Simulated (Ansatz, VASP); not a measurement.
Two plane-wave programs on KI

The input INCAR:

```
SYSTEM = KI
ALGO = Normal ; EDIFF = 1E-7
ENCUT = 520 ; GGA = PE
ISIF = 2 ; ISMEAR = 0
LASPH = .TRUE. ; LCHARG = .FALSE.
LREAL = .FALSE. ; LWAVE = .FALSE.
NBANDS = 15 ; NELM = 80
PREC = Accurate ; SIGMA = 0.05
```

Contents of KPOINTS:

```
k-points
0
G
  6 6 6
  0 0 0
```

File POSCAR:

```
KI
1.0
    0.0000000000      3.3835680000      3.8065140000
    3.3835680000      0.0000000000      3.8065140000
    3.3835680000      3.3835680000      0.0000000000
K I
1 1
Direct
    0.0000000000      0.0000000000      0.0000000000
    0.5000000000      0.5000000000      0.5000000000
```

Input for Ansatz:

```yaml
crystal:
  lattice:
    - [0.0, 3.383568, 3.806514]
    - [3.383568, 0.0, 3.806514]
    - [3.383568, 3.383568, 0.0]
  atoms:
    - { symbol: K, position: [0.0, 0.0, 0.0] }
    - { symbol: I, position: [0.5, 0.5, 0.5] }
basis:
  ecutwfc: 420
kpoints:
  mp_grid: { grid: [6, 6, 6] }
hamiltonian:
  xc: pbe
scf:
  occupations: { method: gaussian, width: 0.05 }
output:
  forces: true
  stress: true
  eigenvalues: true
```

Change from the starting cell: strain -0.040 along x and y, +0.080 along z, atoms carried along.

Alike in both runs: task single point; functional PBE; k mesh 6 × 6 × 6; occupations gaussian, width 0.05 eV; no spin polarisation.

```csv
,VASP,Ansatz
version,VASP 6.6.1,Ansatz 0.2.0
potentials or method,"VASP PAW PBE potentials, release 64 (K_sv, I)","scalar-relativistic, plane waves, PAW"
plane-wave cutoff (eV),520,420
valence electrons in the cell,16,26
```

|  | VASP | Ansatz | Ansatz less VASP |
| --- | --- | --- | --- |
| gap on the k mesh at the Fermi level (eV) | 3.95 | 3.95 | +0.005 |
| least direct gap on the mesh (eV) | 3.95 | 3.95 | +0.005 |
| pressure (GPa) | 1.3 | 1.2 | -0.03 |
| largest component of the traceless stress (GPa) | 1.89 | 1.86 | -0.023 |

The functional is the same, so the differences come from potentials, cutoffs and numerics. The two sets of potentials don't hold the same shells in valence.

Caveats: spin-orbit coupling is left out, which moves the levels of the heavy elements.
